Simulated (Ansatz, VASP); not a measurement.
HgTe: VASP beside Ansatz

```
CELL_PARAMETERS angstrom
0.00000 3.07712 3.07712
3.07712 0.00000 3.07712
3.07712 3.07712 0.00000
ATOMIC_POSITIONS crystal
Hg 0.00000 0.00000 0.00000
Te 0.50000 0.50000 0.50000
```

Alike in both runs: task single point; functional LDA; k mesh 4 × 4 × 4; no spin polarisation; Hubbard terms Hg d U = 7.8 eV.

|  | VASP | Ansatz |
| --- | --- | --- |
| version | VASP 6.6.1 | Ansatz 0.2.0 |
| potentials or method | VASP PAW LDA potentials, release 64 (Hg, Te) | scalar-relativistic, plane waves, PAW |
| plane-wave cutoff (eV) | 520 | 420 |
| occupations | methfessel-paxton of order 1, width 0.272114 eV | methfessel-paxton of order 1 |
| valence electrons in the cell | 18 | 36 |

```csv
,VASP,Ansatz,Ansatz less VASP
gap on the k mesh at the Fermi level (eV),none,none,-
pressure (GPa),-5.0,-2.9,+2.08
```

The programs project onto different local orbitals, so the same U acts differently. A gap of «none» marks a metal or a gap that the smearing closes. The two sets of potentials don't hold the same shells in valence. Ansatz warned: «filled_band_counts_differ_across_k_points».

Caveats: the k mesh is coarse (spacing up to 0.44 Å⁻¹), so the values aren't converged; U without spin polarisation on a metal has little footing; the U is typed as a test and isn't derived for this compound. The runs have no spin-orbit coupling, so splittings on Hg, Te are missing.
